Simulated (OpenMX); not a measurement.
The system is TaS2.

```xyz
3
Lattice="3.3500 0.0000 0.0000 -1.6750 2.9012 0.0000 0.0000 0.0000 5.8600" Properties=species:S:1:pos:R:3 pbc="T T T"
Ta    0.0000    0.0000    0.0000
S     1.6750    0.9671    4.3950
S     0.0000    1.9341    1.4650
```

Base run:

* Program: OpenMX 3.8.5
* Functional: PBE
* Potentials or basis: OpenMX 2013 PBE set, Ta7.0-s3p2d2f2, S7.0-s3p2d2f1, grid cutoff 400 Ry
* k mesh: 9 × 9 × 5
* Occupations: fermi-dirac, width 0.05 eV
* Spin: no spin polarisation

Its results: pressure 8.9 GPa; largest force 1.260 eV/Å.

Question: The run is repeated on the same cell with these changes: potentials or basis from OpenMX 2013 PBE set, Ta7.0-s3p2d2f2, S7.0-s3p2d2f1, grid cutoff 400 Ry to OpenMX 2013 PBE set, Ta7.0-s3p2d2f1, S7.0-s2p2d1f1, grid cutoff 400 Ry. What comes out?

Answer: Pressure 9.7 GPa; largest force 1.325 eV/Å.

Caveats: this functional lacks dispersion, which binds the layers, so the pressure and a relaxed spacing across them are unreliable; the basis of atomic orbitals isn't converged, which shifts pressures, moduli and gaps; forces of over 1 eV/Å show positions far from the minimum, so gaps and moduli don't describe the material at rest.
